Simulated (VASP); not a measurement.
Wanted: the native input for a VASP 6.6.1 run.

| Quantity | Value |
| --- | --- |
| Task | single point |
| Functional | PBE |
| Potentials or basis | VASP PAW PBE potentials, release 64 (Cd) |
| Cutoff | 520 eV |
| k mesh | 10 × 10 × 10 |
| Occupations | fermi-dirac, width 0.05 eV |
| Spin | no spin polarisation |
| Further INCAR settings | ALGO = Normal; EDIFF = 1e-07; NBANDS = 12 |

The structure of Cd lies in POSCAR:

```
Cd
1.0
   -0.0280460000      2.2259560000      2.2230910000
    2.1870850000     -0.0156480000      2.2106920000
    2.1879660000      2.2144370000     -0.0165280000
Cd
1
Direct
   -0.0083220000      0.0042220000     -0.0061630000
```

This isn't the form of Cd at room conditions, which is hcp.

The cell isn't the ideal one: cell strained at random at fixed volume.

These files were run (other wordings do the same):

INCAR

```
SYSTEM = Cd
ALGO = Normal
EDIFF = 1E-7
ENCUT = 520
GGA = PE
ISIF = 2
ISMEAR = -1
LASPH = .True.
LCHARG = .True.
LELF = .True.
LREAL = .False.
LVHAR = .True.
LWAVE = .False.
NBANDS = 12
NELM = 80
PREC = Accurate
SIGMA = 0.05
```

KPOINTS

```
k-points
0
Gamma
  10 10 10
  0 0 0
```

Potentials or basis: VASP PAW PBE potentials, release 64 (Cd).

The run is started by

```bash
$ cat potpaw_PBE.64/Cd/POTCAR > POTCAR
$ mpirun -np 1 vasp_std > vasp.out
```

Results of the run:

| Item | Value |
| --- | --- |
| Pressure | 2.5 GPa |
| Band gap on the k mesh | none (metal or under the smearing width) |

It took 38 s on 1 thread of Intel(R) Xeon(R) Platinum 8488C (Sapphire Rapids) (shared host), peak memory 0.24 GiB.
